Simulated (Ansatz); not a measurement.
Runs of Ansatz 0.2.0 on Ir. Symmetry: P6_3/mmc, No. 194, hexagonal system. Conventional cell: a = 2.751 Å, b = 2.751 Å, c = 4.462 Å, α = 90.00°, β = 90.00°, γ = 120.00°. Ir (site symmetry -6m2) has 12 Ir at 2.74 to 2.75 Å as nearest neighbours. This isn't the form of Ir at room conditions, which is fcc.

```tsv
task	level	potentials or basis	spin	cell	k mesh	cutoff (eV)	basis error allowed	pressure (GPa)	V0 of scaled cells (Å³/atom)	relaxed volume (Å³/atom)	B0 (GPa)
band structure	PBEsol	all-electron LAPW, scalar-relativistic	off	as given	11 × 11 × 6	277	0.001 eV/atom	-12.4	-	-	-
relaxation of cell and atoms	LDA	all-electron LAPW, scalar-relativistic	off	relaxed	8 × 8 × 5	-	0.001 eV/atom	0.0	-	13.94	-
band structure	PBEsol	all-electron LAPW, non-relativistic	off	as given	11 × 11 × 6	276	0.001 eV/atom	22.1	-	-	-
equation of state	LDA	all-electron LAPW, scalar-relativistic	off	as given	11 × 11 × 6	-	0.001 eV/atom	-	(c)	-	(a)
band structure	PBEsol	all-electron PAW datasets made for the crystal	off	as given	11 × 11 × 6	260	-	-12.4	-	-	-
band structure	LDA	all-electron LAPW, scalar-relativistic	off	as given	11 × 11 × 6	277	0.001 eV/atom	-17.8	-	-	-
band structure	LDA	all-electron LAPW, scalar-relativistic	off	as given	8 × 8 × 5	277	0.001 eV/atom	-17.0	-	-	-
equation of state	PBEsol	all-electron LAPW, scalar-relativistic	off	as given	11 × 11 × 6	-	0.0005 eV/atom	-	14.12	-	383
relaxation of cell and atoms	LDA	all-electron LAPW, relativistic spinors	SOC, no magnetisation	relaxed	8 × 8 × 5	-	0.001 eV/atom	0.0	-	13.95	-
band structure	LDA	all-electron LAPW, relativistic spinors	SOC, no magnetisation	as given	8 × 8 × 5	277	0.001 eV/atom	(b)	-	-	-
band structure	PBEsol	all-electron LAPW, scalar-relativistic	off	as given	8 × 8 × 4	277	0.001 eV/atom	-12.1	-	-	-
equation of state	PBEsol	all-electron LAPW, scalar-relativistic	off	as given	11 × 11 × 6	-	0.001 eV/atom	-	14.12	-	383
```

Alike in all rows: smearing fermi-dirac 0.05 eV.

Problem. Fill in the values left out.

Solution. (a) 401; (b) -16.4; (c) 13.91.

Caveats: the k mesh is thin for a metal, which can move the energy by tens of meV per atom (some runs); the cell was scaled at fixed shape and fractional positions, which overstates the stiffness of a crystal with free parameters, most of all of layers and chains (some runs); relativity is left out, which matters for the heavier elements (some runs).

Not every run made on this cell is shown here.
